**Why do the two gaps of hexagonal diamond fall out of step for some functionals?**

I am looking at band calculations for hexagonal diamond (lonsdaleite), with the atoms held in place while the functional changes. "Gap on path" is the distance from the highest occupied to the lowest empty level anywhere on the path through k space. "Direct gap on path" is the smallest such distance at one and the same k point.

Plane-wave DFT calculations with ABINIT 10.8.3 for hexagonal diamond, with the same 4-atom cell in every row, no spin polarisation or spin–orbit coupling, a 12 × 12 × 7 k mesh and Fermi–Dirac occupations with a smearing width of 0.05 eV. The path through k space is Γ–M–K–Γ–A–L–H–A.

| functional | potentials | wave cutoff | gap on path (eV) | direct gap on path (eV) |
| --- | --- | --- | --- | --- |
| LDA | JTH-PAW-LDA-v2.0 | 544.228 eV | 3.176 | 4.708 |
| PBEsol | PseudoDojo-NC-SR-PBEsol-v0.4-stringent | 1115.67 eV | 3.181 | 4.717 |
| revPBE | PseudoDojo-NC-SR-PBE-v0.4.1-standard | 1115.67 eV | 3.521 | 4.808 |
| BLYP | PseudoDojo-NC-SR-PBE-v0.4.1-standard | 1115.67 eV | 3.776 | 4.934 |
| AM05 | JTH-PAW-PBE-v2.0 | 544.228 eV | 3.154 | 4.665 |
| HCTH407 | PseudoDojo-NC-SR-PBE-v0.4.1-standard | 1115.67 eV | 3.900 | 4.885 |
| LDA-PZ | JTH-PAW-LDA-v2.0 | 544.228 eV | 3.167 | 4.704 |
| LDA-VWN | PseudoDojo-NC-SR-LDA-v0.4.1-standard | 1115.67 eV | 3.219 | 4.729 |
| OLYP | PseudoDojo-NC-SR-PBE-v0.4.1-standard | 1115.67 eV | 3.693 | 4.822 |
| SOGGA | JTH-PAW-PBE-v2.0 | 544.228 eV | 3.020 | 4.640 |
| TB-mBJ | JTH-PAW-LDA-v2.0 | 625.862 eV | 4.771 | 5.826 |
| rPW86PBE | PseudoDojo-NC-SR-PBE-v0.4.1-standard | 1115.67 eV | 3.751 | 4.930 |

The two gaps mostly rise together, but not always. HCTH407 has a wider gap than BLYP and yet a smaller direct gap, OLYP also looks low in its direct gap, and TB-mBJ seems to follow a rule of its own. Are these real breaks in a pattern, how large are they, and what causes them?

**Answer**

Start with the levels that the two gaps connect. For revPBE and SOGGA the individual eigenvalues can be inspected. In both, the highest occupied level is at Γ, the centre of the Brillouin zone, and the lowest empty level is at K, a corner of its hexagonal mid-plane. The direct gap is at Γ. Both gaps therefore start from the same occupied level and end on different empty ones. I assume the same assignment for the other rows, where I have only the gaps.

Changing the functional changes the potential that the electrons feel. To first order, a level moves by the average of that change over the region where its state lives. Suppose that a group of functionals differs only in the strength λ of one common change, with a fixed pattern f in space. Then

change of the gap = λ (f at K − f at the valence top)

change of the direct gap = λ (f at Γ − f at the valence top)

where each f is the average of the pattern over the state named, and Γ stands for the empty state there. Dividing one line by the other removes λ. The direct gap must then follow the gap along a straight line, whose slope compares how strongly the two empty states respond relative to the valence top. Within this estimate, a change of strength only slides a row along the line. To leave it, the potential must change with a different pattern in space.

The two rows with known levels show how unequal the response is. From SOGGA to revPBE the gap grows by 0.501 eV and the direct gap by only 0.168 eV. The type of potential and the cutoff change here as well, but a similar switch between the LDA and LDA-VWN rows moves the two gaps by only 0.043 and 0.021 eV, so most of the change should come from the functional. The empty state at K thus rises by about 0.33 eV relative to the one at Γ. A plausible reason is that the K state has more weight where the density is thin and changes steeply, since gradient corrections act strongly there. The orbitals would have to be plotted to confirm this.

Which functionals could share a pattern? A natural dividing line is the exchange part, the larger part of the exchange–correlation energy. In nine of the rows it returns to the LDA value wherever the density is uniform. These nine still differ in how exchange grows with the gradient, and in correlation, so one common pattern is an approximation. The exchange in OLYP and HCTH407 does not return to the LDA value. TB-mBJ is a different kind of object, a potential built directly to give better gaps, with no energy functional behind it.

A straight line fitted to the nine rows reads

direct gap ≈ 3.484 eV + 0.383 × gap

and its largest miss among them is 0.03 eV, for AM05. In plain terms, widening the gap by 0.1 eV widens the direct gap by about 0.04 eV.

OLYP was left out of the fit, but its gap lies within the fitted range, so it can be compared with the line without extrapolation. The line gives 3.484 + 0.383 × 3.693 = 4.90 eV, while the calculation gives 4.822 eV. The direct gap is therefore about 0.08 eV too small for the line, nearly three times the largest miss within the fitted group. HCTH407 lies 0.09 eV below the line, though its gap is slightly beyond the fitted range.

These are modest breaks, and the verdict depends on which rows define the pattern. If the line is drawn through all eleven LDA and GGA rows, it passes below BLYP and rPW86PBE and above OLYP and HCTH407, and rPW86PBE becomes the worst row with a miss of 0.05 eV. Scatter alone therefore cannot say who is out of step. A stricter comparison uses only revPBE and BLYP, which share potentials and cutoff with the two suspects. OLYP and HCTH407 still fall below the line through those two points, by 0.07 and 0.11 eV. This removes the mixing of potentials, but it still counts BLYP among the regular rows. The printed output after this answer gives both fits and the comparisons.

The cause is clearest for OLYP, because BLYP is an almost perfect control. The two have the same LYP correlation, the same potentials and the same cutoff, and differ only in exchange. Replacing the exchange of BLYP by that of OLYP lowers the gap by 0.083 eV. If only the strength of the common pattern had changed, the direct gap would have dropped by 0.383 × 0.083 ≈ 0.03 eV. It drops by 0.112 eV, so the break comes from exchange. Its exact size carries a reservation: the shared potentials were made for PBE, so the atomic cores are described consistently with neither functional.

The formulas explain what sort of difference this is. In BLYP, exchange starts at the LDA value and grows at first with the square of the density gradient. In OLYP it starts a few per cent higher, and its gradient term begins only with the fourth power. The balance between smooth and steep regions is therefore different, which no single change of strength can imitate. The table does not separate the effect of the higher start from that of the later growth, and I have not derived the sign of the break from the formulas.

The two gaps also show which levels move, provided that the assignment assumed above holds. Going from BLYP to OLYP, both empty states come closer to the valence top by similar amounts. Going from SOGGA to revPBE, it was mainly the K state that moved. So there are two distinct ways to change the gaps: move the K state relative to everything else, or move the valence top relative to both empty states. The first alone changes only the gap, the second alone changes both gaps equally, and a real change of functional mixes the two.

HCTH407 probably breaks the pattern for a related reason. Its exchange is a flexible series with fitted coefficients, also free to depart from the LDA value. Compared with BLYP, its gap is 0.124 eV wider but its direct gap 0.049 eV narrower, and a line with a positive slope cannot produce opposite signs. Since its correlation differs from that of BLYP as well, the table cannot assign this break to exchange alone, as it can for OLYP.

TB-mBJ is the large break, and it goes the other way. Relative to LDA with the same type of PAW potential, the gap opens by 1.595 eV. The slope of the line would then add 0.383 × 1.595 ≈ 0.61 eV to the direct gap, but the calculation adds 1.118 eV. The direct gap thus opens by about 0.5 eV more than the line gives. Here the line is carried about 1 eV beyond the widest gap in the fit, where a first-order estimate is less secure, so this excess is a rougher figure than the misses of OLYP and HCTH407.

The likely reason is an ingredient that LDA and GGA potentials lack. TB-mBJ contains a positive term that depends on the kinetic-energy density divided by the electron density, in other words on the kinetic energy per electron. Where the density is thin but uneven, this term need not fade as the attraction of LDA exchange does, so it is expected to raise the potential there relative to the bonds. The states at the valence top are bonding and concentrated between the atoms. Empty states must be orthogonal to the bonding ones and generally have more weight elsewhere, so theory leads one to expect that they all rise, and not the K state alone.

They still do not rise as one block. If both empty states had moved up by the same amount, the direct gap would also have opened by 1.595 eV, which is 0.48 eV too much. TB-mBJ lies about midway between the slope of the ordinary functionals and a rigid shift. No single constant added to both LDA gaps can therefore reproduce both TB-mBJ gaps. The exact size of this break deserves some caution: the PAW spheres overlap in both runs, as they do in every PAW row of the table, and the TB-mBJ run used a higher cutoff and had its density raised to a minimum value at some grid points. The effect of these settings was not tested.

For another functional in this same crystal, ask first where its potential changes, and only then by how much. If its exchange resembles that of the nine fitted rows, the line is a reasonable first guess for the direct gap. If it starts from a different uniform limit or uses the kinetic-energy density, calculate both gaps. Agreement with the line would show only that the two gaps move in the usual proportion, not that either is close to a measured gap. LDA and GGA gaps usually come out too small.

Numerical output:

```
fit of d on 9 rows (regular): constant 3.484 +/- 0.07, coefficient of g 0.3831 +/- 0.021; rms 0.0145, worst AM05 0.0272, leave-one-out rms 0.0177
  rows outside the fit (model, value, miss): HCTH407 4.978, 4.885, 0.093; OLYP 4.899, 4.822, 0.0767; TB-mBJ 5.312, 5.826, -0.514
fit of d on 11 rows (~mbj): constant 3.695 +/- 0.11, coefficient of g 0.3167 +/- 0.032; rms 0.0292, worst rPW86PBE -0.0468, leave-one-out rms 0.0379
  rows outside the fit (model, value, miss): TB-mBJ 5.206, 5.826, -0.62
largest miss among the nine regular rows (eV): 0.02723
smaller of the OLYP and HCTH407 misses over that largest miss (ratio): 2.817
OLYP direct gap below the revPBE-BLYP chord (eV): 0.07099
HCTH407 direct gap below the revPBE-BLYP chord (eV): 0.1103
indirect gap, OLYP less BLYP (eV): -0.083
direct gap, OLYP less BLYP (eV): -0.112
indirect gap, HCTH407 less BLYP (eV): 0.124
direct gap, HCTH407 less BLYP (eV): -0.049
indirect gap, revPBE less SOGGA (eV): 0.501
direct gap, revPBE less SOGGA (eV): 0.168
indirect gap, TB-mBJ less LDA (eV): 1.595
direct gap, TB-mBJ less LDA (eV): 1.118
direct rise per indirect rise, LDA to TB-mBJ (ratio): 0.7009
direct rise from LDA to TB-mBJ expected from the smooth slope (eV): 0.611
rigid shift of empty states overshoots the TB-mBJ direct gap by (eV): 0.477
indirect gap, LDA-VWN less LDA (eV): 0.043
direct gap, LDA-VWN less LDA (eV): 0.021
```
